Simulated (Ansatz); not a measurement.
The parent structure is RuO$_{2}$ in the rutile structure (space group P4_2/mnm, No. 136; a = 4.523 Å, c = 3.119 Å). Axes: x, y, z lie along a, b, c of the conventional cell.

(Cell as relaxed with PBE.)

Levels (all Ansatz, a quantum-chemistry and plane-wave program, PAW): PBE (420 eV, without spin-orbit coupling); PBEsol (420 eV, scalar-relativistic without spin-orbit coupling).

Each level relaxes its own structure.

```csv
base,PBE,PBEsol
volume per atom,10.64 Å³,10.28 Å³
lattice parameter a,4.523 Å,4.466 Å
band gap,zero,zero
```

Modification: uniaxial stress, 1 GPa tension along x; all other stress components relax to zero.

```csv
quantity,PBE,PBEsol
shortest interatomic distance,1.957 Å,___
band gap,zero,___
energy relative to the base (free energy F),+0.3 meV/atom,___
```

Task: Given the PBE results, estimate those of PBEsol.

Result: 
- shortest interatomic distance, PBEsol: 1.935 Å
- band gap, PBEsol: zero
- energy relative to the base (free energy F), PBEsol: +0.4 meV/atom

PBE's shortest interatomic distance lies 0.022 Å above PBEsol's (1.2 %); the two agree on the band gap. Neither level is exact; PBEsol is the comparison here, not a measurement.

Without a gap, meshes like the base's 10×10×15 leave anisotropic stresses uncertain by several tenths of a GPa, and small strain energies with them. Load acts through the strain it causes; cell and atoms are relaxed under it. Beyond what the load breaks, stability against distortions was not tested. No Hubbard U is applied, and correlation can decide whether such a compound is a metal. The final runs are not spin-polarised.
